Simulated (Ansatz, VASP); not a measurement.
## GaP in VASP and in Ansatz

The input INCAR:

```
PREC     = Accurate       # precision mode
ENCUT    = 520            # plane-wave cutoff, eV
EDIFF    = 1E-7           # SCF threshold, eV
ISMEAR   = -1             # smearing method
SIGMA    = 0.05           # smearing width, eV
LREAL    = False          # projectors in reciprocal space
LASPH    = True           # aspherical terms in the spheres
NELM     = 80             # most SCF steps
ALGO     = Normal         # electronic algorithm
ISIF     = 2              # what is computed and relaxed
LWAVE    = False          # write WAVECAR
LCHARG   = False          # write CHGCAR
GGA      = PE             # functional
NBANDS   = 16             # bands
```

KPOINTS

```
regular mesh
0
Gamma
  8 8 8
```

Contents of POSCAR:

```
GaP
1.0
    0.0000000000      2.7252500000      2.7252500000
    2.7252500000      0.0000000000      2.7252500000
    2.7252500000      2.7252500000      0.0000000000
Ga P
1 1
Direct
   -0.0013860000     -0.0157230000      0.0174070000
    0.7476240000      0.7471280000      0.7528140000
```

Contents of input.yaml:

```yaml
crystal:
  lattice:
    - [0.0, 2.72525, 2.72525]
    - [2.72525, 0.0, 2.72525]
    - [2.72525, 2.72525, 0.0]
  atoms:
    - { symbol: Ga, position: [-0.001386, -0.015723, 0.017407] }
    - { symbol: P, position: [0.747624, 0.747128, 0.752814] }
hamiltonian:
  xc: pbe
  pseudopotentials: { kind: paw }
kpoints:
  mp_grid: { grid: [8, 8, 8] }
scf:
  occupations: { method: fermi_dirac, width: 0.05 }
output:
  forces: true
  stress: true
  eigenvalues: true
  write_density: true
  write_potential: true
  elf: true
  volumetric_format: npy
```

Change from the starting cell: atoms moved at random, drawn with an rms of 0.05 Å.

Alike in both runs: task single point; functional PBE; k mesh 8 × 8 × 8; occupations fermi-dirac, width 0.05 eV; no spin polarisation.

|  | VASP | Ansatz |
| --- | --- | --- |
| version | VASP 6.6.1 | Ansatz 0.2.0 |
| potentials or method | VASP PAW PBE potentials, release 64 (Ga_d, P) | Ansatz PAW |
| plane-wave cutoff (eV) | 520 | 420 |
| valence electrons in the cell | 18 | 18 |

|  | VASP | Ansatz | Ansatz less VASP |
| --- | --- | --- | --- |
| gap on the k mesh at the Fermi level (eV) | 1.45 | 1.45 | +0.001 |
| least direct gap on the mesh (eV) | 1.68 | 1.68 | +0.002 |
| pressure (GPa) | 2.6 | 2.6 | +0.03 |
| largest component of the traceless stress (GPa) | 1.32 | 1.34 | +0.021 |
| rms of the force components (eV/Å) | 0.318 | 0.320 | +0.0023 |

Atom by atom the forces differ by 0.002 eV/Å (rms over components). The functional is the same, so the differences come from potentials, cutoffs and numerics.

A k mesh can miss the band edges.
